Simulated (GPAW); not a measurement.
CdS (Greenockite): single point with PBE

**What was measured.**

From “Isotope dependence of band-gap energy”, 2008, arxiv:0807.2152, for a bulk crystal of CdS: band gap 2.5809 ± 0.0002 eV.

Crystal: CdS (Greenockite).

```xyz
4
Lattice="4.1500 0.0000 0.0000 -2.0750 3.5940 0.0000 0.0000 0.0000 6.7370" Properties=species:S:1:pos:R:3 pbc="T T T"
Cd    2.0750    1.1980    3.3685
Cd    0.0000    2.3960    0.0000
S     2.0750    1.1980    5.8949
S     0.0000    2.3960    2.5264
```

```yaml
Program: GPAW 26.7.0
Task: single point
Functional: PBE
Potentials_or_basis: GPAW PAW data sets (gpaw-data 1.2.1)
Cutoff: 600 eV
Basis: pw
k_mesh: 7 × 7 × 4
Occupations: fermi-dirac, width 0.05 eV
Spin: no spin polarisation
```

The pressure is 1.8 GPa, the largest force is 0.067 eV/Å and the band gap on the k mesh is 1.18 eV, direct.

Forces in eV/Å, atoms in the order of the input:
```
Cd   0.000  0.000 -0.067
Cd   0.000  0.000 -0.067
S    0.000  0.000  0.067
S    0.000  0.000  0.067
```

Stress tensor (GPa, compression positive):
```
1.61 0.00 0.00
0.00 1.61 0.00
0.00 0.00 2.25
```

Levels at points of the mesh, in eV from the valence-band top:
```
           k point  band 14  band 15  band 16  band 17  band 18  band 19  band 20  band 21  band 22  band 23
(0.00, 0.00, 0.00)    -0.76    -0.76    -0.04     0.00     0.00     1.18     2.77     6.43     6.43     6.75
(0.00, 0.00, 0.50)    -2.45    -0.40    -0.40    -0.40    -0.40     2.82     2.82     6.15     6.15     6.78
```

Run time: 54 s on 1 thread of Arm Neoverse V1, on a shared host, peak memory 0.23 GiB.

A measured gap of CdS is 2.5809 eV (quoted in “Isotope dependence of band-gap energy”, 2008, arxiv:0807.2152); the calculated 1.18 eV misses it by -1.40 eV. So large a miss can be the level of theory's own, or it may mean another phase, state or a wrong row. Spin-orbit coupling on Cd is left out. The value is that of PBE, without temperature or zero-point motion. Semilocal functionals fall short of measured gaps as a rule.
